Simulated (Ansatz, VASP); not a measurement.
**Two plane-wave programs on Al2O3**

```xyz
5
Lattice="2.8843 0.0000 0.0000 -1.4422 2.4979 0.0000 0.0000 0.0000 9.3368" Properties=species:S:1:pos:R:3 pbc="T T T"
Al    0.0000    0.0000    7.9363
Al    0.0000    0.0000    1.4004
O     0.0000    1.6653    7.2610
O     1.4422    0.8326    0.0000
O     0.0000    1.6653    2.0757
```

Measurements of this composition are mostly on another form, of space group No. 167.

Alike in both runs: task relaxation of cell and atoms; functional PBE; k mesh 8 × 8 × 3; occupations fermi-dirac, width 0.05 eV; no spin polarisation.

|  | VASP | Ansatz |
| --- | --- | --- |
| version | VASP 6.6.1 | Ansatz 0.2.0 |
| potentials or method | VASP PAW PBE potentials, release 64 (Al, O) | Ansatz PAW |
| plane-wave cutoff (eV) | 600 | 420 |
| valence electrons in the cell | 24 | 24 |

VASP gave:

| Property | Result |
| --- | --- |
| gap on the k mesh at the Fermi level, each at its own relaxed structure (eV) | 4.64 |
| relaxed volume (Å³/atom) | 11.47 |
| relaxed cell length with the largest relative difference (Å) | 7.963 |
| energy change over the relaxation (meV/atom) | -4 |

Task: Estimate Ansatz's values.

Result: gap on the k mesh at the Fermi level, each at its own relaxed structure (eV): 4.79; relaxed volume (Å³/atom): 13.40; relaxed cell length with the largest relative difference (Å): 9.304; energy change over the relaxation (meV/atom): 0.

One of these differences is far larger than is usual between the two programs; its cause wasn't traced.

Caveats: an odd mesh through Γ misses points on the zone boundary, where band edges often lie (VASP); odd divisions of the mesh miss points on the zone boundary, where band edges often lie, so the gap on the mesh can be too wide (Ansatz); the plane-wave basis is chosen anew once the cell has moved, so the energies of steps on either side of that aren't comparable (Ansatz); the pressure holds a Pulay correction of +0.5 GPa for the finite cutoff (Ansatz). As with any semilocal functional, this PBE gap is likely too small.
